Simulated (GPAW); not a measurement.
# ZnS (F-43m) in GPAW: settings compared, part 2 of 2

GPAW 26.7.0. Earlier steps stand in the parts before.

## (4) Band structure, PBEsol

File run.py:

```python
from ase.dft.bandgap import bandgap
from ase.io import read, write
from ase.units import Bohr, GPa
from gpaw import GPAW, PW, setup_paths
from gpaw.elf import elf_from_dft_calculation

setup_paths.insert(0, '.')

atoms = read('ZnS.xyz')

calc = GPAW(mode=PW(600),
            xc='PBEsol',
            kpts={'size': (9, 9, 9), 'gamma': True},
            occupations={'name': 'fermi-dirac', 'width': 0.05},
            nbands=18,
            convergence={'density': 1e-05, 'energy': 1e-05},
            maxiter=150,
            txt='gpaw.txt')
atoms.calc = calc
energy = atoms.get_potential_energy()
forces = atoms.get_forces()
stress = atoms.get_stress()
calc.write('gs.gpw')
write('result.traj', atoms)
print(f'Energy: {energy:.6f} eV')
print('Forces (eV/A):')
print(forces.round(4))
print('Stress (GPa):', (stress / GPa).round(3))
print('Fermi level:', round(calc.get_fermi_level(), 4), 'eV')
print(f'Gap: {bandgap(calc)[0]:.4f} eV, direct: {bandgap(calc, direct=True)[0]:.4f} eV')

# fields on the real-space grid
write('density.cube', atoms, data=calc.get_pseudo_density() * Bohr**3)
write('potential.cube', atoms, data=calc.get_electrostatic_potential())
write('elf.cube', atoms, data=elf_from_dft_calculation(calc).data)

path = atoms.cell.bandpath('GXWKGLUWLK,UX', npoints=100, eps=1e-4)
bs_calc = calc.fixed_density(kpts=path, symmetry='off', nbands=28,
                             convergence={'bands': 'CBM+6.0', 'eigenstates': 1e-6}, txt='bands.txt')
bs = bs_calc.band_structure()
bs.write('bs.json')
print(f'Gap on the path: {bandgap(bs_calc)[0]:.4f} eV')
```

File ZnS.xyz:

```xyz
2
Lattice="0.0000000000 2.7020000000 2.7020000000 2.7020000000 0.0000000000 2.7020000000 2.7020000000 2.7020000000 0.0000000000" Properties=species:S:1:pos:R:3 pbc="T T T"
Zn     4.0530000000      4.0530000000      4.0530000000
S      0.0000000000      0.0000000000      0.0000000000
```

Potentials or basis: PAW data sets generated in the run's folder for this functional, pw.

Started as:

```
$ gpaw-setup -f PBEsol S Zn
$ OMP_NUM_THREADS=1 python run.py
```

gpaw.txt:

```text
__  _  _
 | _ |_)|_||  |
 |__||  | ||/\| - 26.7.0

Input parameters:
  mode=PW(ecut=600.0),
  convergence={'density': 1e-05, 'energy': 1e-05},
  kpts=MonkhorstPack(size=(9, 9, 9), gamma=True),
  maxiter=150,
  nbands=18,
  occupations=Occupations(name='fermi-dirac', width=0.05),
  xc=XC(name='PBEsol')

Diagonalizing LCAO Hamiltonian
Converting LCAO to pw mode

                    Zn

       S

Atoms  # Å, Bohr magnetons
|   | symbol |        x |        y |        z |    initial magnetic moments |
|---|--------|----------|----------|----------|-----------------------------|
| 0 |     Zn | 4.053000 | 4.053000 | 4.053000 | ( 0.0000,  0.0000,  0.0000) |
| 1 |      S | 0.000000 | 0.000000 | 0.000000 | ( 0.0000,  0.0000,  0.0000) |

Unit cell  # Å
| periodic |        x |        y |        z |  lengths |    angles |
|----------|----------|----------|----------|----------|-----------|
|      yes | 0.000000 | 2.702000 | 2.702000 | 3.821205 | 60.000000 |
|      yes | 2.702000 | 0.000000 | 2.702000 | 3.821205 | 60.000000 |
|      yes | 2.702000 | 2.702000 | 0.000000 | 3.821205 | 60.000000 |
[... 176 lines left out ...]

Energy contributions:
  Kinetic:           8.090106
  Coulomb:          -6.855166
  Zero:              0.045476
  External:          0.000000
  Xc:               -8.935792
  Entropy:          -0.000000
  Spinorbit:         0.000000
  ----------------------------
  Free energy:      -7.655376
  Extrapolated:     -7.655376

dipole moment: (-14.573498, -14.573498, -14.573498)  # |e|*Ang

Fermi level: 4.597
Eigenvalues  # (at kpt = [0.000, 0.000, 0.000])
| band index |      eig [eV] | occ [0-2] |
|------------|---------------|-----------|
|          0 |        -9.501 |     2.000 |
|          1 |        -2.706 |     2.000 |
|          2 |        -2.706 |     2.000 |
|          3 |        -2.706 |     2.000 |
|          4 |        -2.213 |     2.000 |
|          5 |        -2.213 |     2.000 |
[... 10 lines left out ...]
|         16 |        18.002 |     0.000 |
|         17 |        18.002 |     0.000 |

Gap: 1.968 eV
Transition (v -> c):
  (s=0, k=0, n=8, [0.00, 0.00, 0.00]) -> (s=0, k=0, n=9, [0.00, 0.00, 0.00])
No difference between direct/indirect transitions

Forces  # eV/Ang
|       x |        y |        z |
|---------|----------|----------|
| 0.00000 |  0.00000 |  0.00000 |  # Zn   0
| 0.00000 | -0.00000 | -0.00000 |  # S    1

Stress tensor  # eV/Ang^3
|         x |         y |         z |
|-----------|-----------|-----------|
|  0.012423 | -0.000000 | -0.000000 |
| -0.000000 |  0.012423 |  0.000000 |
| -0.000000 |  0.000000 |  0.012423 |

# Writing to gs.gpw (mode='')
```

bands.txt:

```text
Diagonalizing LCAO Hamiltonian
Converting LCAO to pw mode
convergence criteria:
- Maximum integral of absolute [eigenst]ate change: 1e-06 eV^2 / valence electron
maximum number of iterations: 150

SCF iterations
|iter     | |      energy | eigst |  dens |
|---------|-|-------------|-------|-------|
|iter:   1| |             | +0.54 |       |
[... 105 lines left out ...]
         [0.375     , 0.375     , 0.75      ],
         [0.625     , 0.25      , 0.625     ],
         [0.60416667, 0.20833333, 0.60416667],
         [0.58333333, 0.16666667, 0.58333333],
         [0.5625    , 0.125     , 0.5625    ],
         [0.54166667, 0.08333333, 0.54166667],
         [0.52083333, 0.04166667, 0.52083333],
         [0.5       , 0.        , 0.5       ]])),
  maxiter=150,
  nbands=28,
  occupations=Occupations(name='fermi-dirac', width=0.05),
  symmetry=Symmetry(point_group=False, time_reversal=False),
  xc=XC(name='PBEsol')
```

Run time: 62 s. Hardware: 1 thread of Arm Neoverse V1, shared host; peak memory 0.27 GiB.

What came out:

```yaml
Free_energy: -7.6554 eV
Pressure: -2.0 GPa
Band_gap_on_the_k_mesh: 1.97 eV, direct
Band_gap_along_the_path: 1.97 eV, direct
```

Levels at the corners of the path, in eV from the valence-band top:
```
point  band 5  band 6  band 7  band 8  band 9  band 10  band 11  band 12  band 13
    Γ   -5.86   -5.86    0.00    0.00    0.00     1.97     6.27     6.27     6.27
    X   -5.79   -5.65   -4.60   -2.25   -2.25     3.23     3.96    10.81    11.84
    W   -5.90   -5.46   -4.63   -2.80   -2.76     5.55     5.98     7.72     8.04
    K   -5.83   -5.51   -4.66   -3.16   -1.83     3.98     5.86     9.21     9.65
    Γ   -5.86   -5.86    0.00    0.00    0.00     1.97     6.27     6.27     6.27
    L   -5.83   -5.66   -5.35   -0.87   -0.87     3.19     6.79     6.79     8.69
    U   -5.83   -5.51   -4.66   -3.16   -1.83     3.98     5.86     9.21     9.65
    W   -5.90   -5.46   -4.63   -2.80   -2.76     5.55     5.98     7.72     8.04
    L   -5.83   -5.66   -5.35   -0.87   -0.87     3.19     6.79     6.79     8.69
    K   -5.83   -5.51   -4.66   -3.16   -1.83     3.98     5.86     9.21     9.65
    U   -5.83   -5.51   -4.66   -3.16   -1.83     3.98     5.86     9.21     9.65
    X   -5.79   -5.65   -4.60   -2.25   -2.25     3.23     3.96    10.81    11.84
```

## (5) Band structure, RPBE

File run.py:

```python
from ase import Atoms
from ase.dft.bandgap import bandgap
from ase.io import write
from ase.units import GPa
from gpaw import GPAW, PW

atoms = Atoms(['Zn', 'S'],
              cell=[[0.0, 2.702, 2.702],
                    [2.702, 0.0, 2.702],
                    [2.702, 2.702, 0.0]],
              scaled_positions=[[0.75, 0.75, 0.75],
                                [0.0, 0.0, 0.0]],
              pbc=True)

calc = GPAW(mode=PW(600),
            xc='RPBE',
            kpts={'size': (9, 9, 9), 'gamma': True},
            occupations={'name': 'fermi-dirac', 'width': 0.05},
            nbands=18,
            convergence={'density': 1e-05, 'energy': 1e-05},
            maxiter=150,
            txt='gpaw.txt')
atoms.calc = calc
energy = atoms.get_potential_energy()
forces = atoms.get_forces()
stress = atoms.get_stress()
calc.write('gs.gpw')
write('result.traj', atoms)
print(f'Energy: {energy:.6f} eV')
print('Forces (eV/A):')
print(forces.round(4))
print('Stress (GPa):', (stress / GPa).round(3))
print('Fermi level:', round(calc.get_fermi_level(), 4), 'eV')
print(f'Gap: {bandgap(calc)[0]:.4f} eV, direct: {bandgap(calc, direct=True)[0]:.4f} eV')

path = atoms.cell.bandpath('GXWKGLUWLK,UX', npoints=60, eps=1e-4)
bs_calc = calc.fixed_density(kpts=path, symmetry='off', nbands=28,
                             convergence={'bands': 'CBM+6.0', 'eigenstates': 1e-6}, txt='bands.txt')
bs = bs_calc.band_structure()
bs.write('bs.json')
print(f'Gap on the path: {bandgap(bs_calc)[0]:.4f} eV')
```

Potentials or basis: the program's PAW data sets (release 1.2.1) made for this functional, pw.

Started as:

```
$ OMP_NUM_THREADS=1 python run.py
```

Wall time 50 s (1 thread of Arm Neoverse V1, shared host); peak memory 0.23 GiB.

The run converged. Its results:

* Free energy: -6.2238 eV
* Pressure: 4.5 GPa
* Band gap on the k mesh: 2.27 eV, direct
* Band gap along the path: 2.27 eV, direct

Levels at the corners of the path, in eV from the valence-band top:
| point | band 5 | band 6 | band 7 | band 8 | band 9 | band 10 | band 11 | band 12 | band 13 |
| --- | --- | --- | --- | --- | --- | --- | --- | --- | --- |
| Γ | -5.79 | -5.79 | 0.00 | 0.00 | 0.00 | 2.27 | 6.44 | 6.44 | 6.44 |
| X | -5.72 | -5.57 | -4.50 | -2.20 | -2.20 | 3.55 | 4.18 | 11.14 | 12.03 |
| W | -5.82 | -5.39 | -4.53 | -2.71 | -2.68 | 5.81 | 6.09 | 7.96 | 8.34 |
| K | -5.76 | -5.45 | -4.56 | -3.07 | -1.79 | 4.25 | 6.05 | 9.50 | 9.80 |
| Γ | -5.79 | -5.79 | 0.00 | 0.00 | 0.00 | 2.27 | 6.44 | 6.44 | 6.44 |
| L | -5.76 | -5.59 | -5.23 | -0.86 | -0.86 | 3.44 | 6.97 | 6.97 | 9.06 |
| U | -5.76 | -5.45 | -4.56 | -3.07 | -1.79 | 4.25 | 6.05 | 9.50 | 9.80 |
| W | -5.82 | -5.39 | -4.53 | -2.71 | -2.68 | 5.81 | 6.09 | 7.96 | 8.34 |
| L | -5.76 | -5.59 | -5.23 | -0.86 | -0.86 | 3.44 | 6.97 | 6.97 | 9.06 |
| K | -5.76 | -5.45 | -4.56 | -3.07 | -1.79 | 4.25 | 6.05 | 9.50 | 9.80 |
| U | -5.76 | -5.45 | -4.56 | -3.07 | -1.79 | 4.25 | 6.05 | 9.50 | 9.80 |
| X | -5.72 | -5.57 | -4.50 | -2.20 | -2.20 | 3.55 | 4.18 | 11.14 | 12.03 |

## (6) Band structure, revPBE

run.py: that of step 5 with these lines changed.

```diff
@@ -1,4 +1,3 @@
-from ase import Atoms
 from ase.dft.bandgap import bandgap
-from ase.io import write
+from ase.io import read, write
 from ase.units import GPa
@@ -6,12 +5,6 @@
 
-atoms = Atoms(['Zn', 'S'],
-              cell=[[0.0, 2.702, 2.702],
-                    [2.702, 0.0, 2.702],
-                    [2.702, 2.702, 0.0]],
-              scaled_positions=[[0.75, 0.75, 0.75],
-                                [0.0, 0.0, 0.0]],
-              pbc=True)
+atoms = read('ZnS.xyz')
 
 calc = GPAW(mode=PW(600),
-            xc='RPBE',
+            xc='revPBE',
             kpts={'size': (9, 9, 9), 'gamma': True},
@@ -35,3 +28,3 @@
 
-path = atoms.cell.bandpath('GXWKGLUWLK,UX', npoints=60, eps=1e-4)
+path = atoms.cell.bandpath('GXWKGLUWLK,UX', npoints=100, eps=1e-4)
 bs_calc = calc.fixed_density(kpts=path, symmetry='off', nbands=28,
```

ZnS.xyz is that of step 4.

Potentials or basis: the program's PAW data sets (release 1.2.1) made for this functional, pw.

Started as:

```
$ OMP_NUM_THREADS=1 python run.py
```

Run time: 67 s. Hardware: 1 thread of Arm Neoverse V1, shared host; peak memory 0.27 GiB.

It converged, with:

- Free energy: -6.3125 eV
- Pressure: 3.7 GPa
- Band gap on the k mesh: 2.23 eV, direct
- Band gap along the path: 2.23 eV, direct

Levels at the corners of the path, in eV from the valence-band top:
```
point  band 5  band 6  band 7  band 8  band 9  band 10  band 11  band 12  band 13
    Γ   -5.80   -5.80    0.00    0.00    0.00     2.23     6.42     6.42     6.42
    X   -5.72   -5.58   -4.51   -2.20   -2.20     3.51     4.15    11.09    12.01
    W   -5.83   -5.40   -4.54   -2.72   -2.69     5.78     6.07     7.93     8.30
    K   -5.76   -5.45   -4.58   -3.08   -1.79     4.21     6.02     9.46     9.78
    Γ   -5.80   -5.80    0.00    0.00    0.00     2.23     6.42     6.42     6.42
    L   -5.77   -5.59   -5.24   -0.86   -0.86     3.40     6.95     6.95     9.00
    U   -5.76   -5.45   -4.58   -3.08   -1.79     4.21     6.02     9.46     9.78
    W   -5.83   -5.40   -4.54   -2.72   -2.69     5.78     6.07     7.93     8.30
    L   -5.77   -5.59   -5.24   -0.86   -0.86     3.40     6.95     6.95     9.00
    K   -5.76   -5.45   -4.58   -3.08   -1.79     4.21     6.02     9.46     9.78
    U   -5.76   -5.45   -4.58   -3.08   -1.79     4.21     6.02     9.46     9.78
    X   -5.72   -5.58   -4.51   -2.20   -2.20     3.51     4.15    11.09    12.01
```

## (7) The runs side by side

| level | potentials or basis | band points | gap on the mesh (eV) | pressure (GPa) |
| --- | --- | --- | --- | --- |
| PBE | GPAW PAW data sets (gpaw-data 1.2.1), pw | 100 | 2.10 | 1.6 |
| LDA | the program's PAW data sets (release 1.2.1) made for this functional, pw | 80 | 1.86 | -4.9 |
| PBEsol | PAW data sets generated in the run's folder for this functional, pw | 100 | 1.97 | -2.0 |
| RPBE | the program's PAW data sets (release 1.2.1) made for this functional, pw | 60 | 2.27 | 4.5 |
| revPBE | the program's PAW data sets (release 1.2.1) made for this functional, pw | 100 | 2.23 | 3.7 |

Alike in all rows: task band structure; no spin polarisation; cell as given; k mesh 9 × 9 × 9; cutoff (eV) 600; smearing fermi-dirac 0.05 eV.

Absolute energies hang on the potentials; compare differences alone.

## (8) How close it comes

Step 2. A measured gap of ZnS is 3.85 eV (direct; 19 K; quoted in “Electronic, vibrational, and thermodynamic properties of ZnS (zincblende and rocksalt structure)”, 2009, arxiv:0911.5022); the calculated 2.10 eV misses it by -1.75 eV. The value is that of PBE, without temperature or zero-point motion. Semilocal functionals fall short of measured gaps as a rule.

Step 3. A measured gap of ZnS is 3.85 eV (direct; 19 K; quoted in “Electronic, vibrational, and thermodynamic properties of ZnS (zincblende and rocksalt structure)”, 2009, arxiv:0911.5022); the calculated 1.86 eV misses it by -1.99 eV. So large a miss can be the level of theory's own, or it may mean another phase, state or a wrong row. The value is that of LDA, without temperature or zero-point motion. Semilocal functionals fall short of measured gaps as a rule.

Step 4. A measured gap of ZnS is 3.85 eV (direct; 19 K; quoted in “Electronic, vibrational, and thermodynamic properties of ZnS (zincblende and rocksalt structure)”, 2009, arxiv:0911.5022); the calculated 1.97 eV misses it by -1.88 eV. The value is that of PBEsol, without temperature or zero-point motion. Semilocal functionals fall short of measured gaps as a rule.

Step 5. A measured gap of ZnS is 3.85 eV (direct; 19 K; quoted in “Electronic, vibrational, and thermodynamic properties of ZnS (zincblende and rocksalt structure)”, 2009, arxiv:0911.5022); the calculated 2.27 eV misses it by -1.58 eV. The value is that of RPBE, without temperature or zero-point motion. Semilocal functionals fall short of measured gaps as a rule.

Step 6. Measured gap of ZnS: 3.85 eV (direct; 19 K; quoted in “Electronic, vibrational, and thermodynamic properties of ZnS (zincblende and rocksalt structure)”, 2009, arxiv:0911.5022). This calculation gives 2.23 eV (-1.62 eV). The value is that of revPBE, without temperature or zero-point motion. Semilocal functionals fall short of measured gaps as a rule.
